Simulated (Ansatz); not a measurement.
# TiC3: from a trial structure to a relaxed crystal

Theory: Ansatz, DFT r2SCAN, scalar-relativistic, plane waves, PAW. Cutoff 500 eV, Γ-centred k mesh, Gaussian smearing, no spin polarisation in the final step.

TiC3 was placed on the ReO3 structure type (Pm-3m, No. 221), with Ti in place of Re, C in place of O, at a guessed volume.

```yaml
crystal:
  lattice:
    - [3.60986, 0.00000, 0.00000]
    - [0.00000, 3.60986, 0.00000]
    - [0.00000, 0.00000, 3.60986]
  atoms:
    - { symbol: Ti, position: [0.00000, 0.00000, 0.00000] }
    - { symbol: C, position: [0.50000, 0.00000, 0.00000] }
    - { symbol: C, position: [0.00000, 0.50000, 0.00000] }
    - { symbol: C, position: [0.00000, 0.00000, 0.50000] }
```

Cell and atoms relax at zero pressure; the relaxation can't lower the symmetry of the start. After a coarse first stage the cell is made exact in the group found at 0.06 Å.

Energies over the elements count from the elements' standard structures at the same level, with no empirical corrections.

**Question.** What does it relax into?

**Answer.** It keeps Pm-3m (No. 221). The result has the ReO3 structure. Conventional cell: a = 4.041 Å. Ti has 6 C at 2.02 Å; C has 2 Ti at 2.02 Å.

```
Ti C
1.0
     4.04056    0.00000    0.00000
     0.00000    4.04056    0.00000
     0.00000    0.00000    4.04056
Ti C
1 3
Direct
  0.00000 0.00000 0.00000
  0.50000 0.00000 0.00000
  0.00000 0.50000 0.00000
  0.00000 0.00000 0.50000
```

**Question.** What are its volume, energy, density and gap?

**Answer.** The volume per atom is 16.49 Å³ and the density is 2.11 g/cm³. The energy over the elements is 2.74 eV/atom and the gap on the 12×12×12 mesh is 0 eV (a metal).

The final run used a 12×12×12 mesh on its 4-atom cell and 0.10 eV smearing. For metals, differences of a few meV/atom aren't resolved. Symmetry constrained the relaxation, so the result can be a saddle point.

Cost: 3 runs of about 2 core-minutes in all, on AMD EPYC 7R43 (Zen 3) (shared hosts).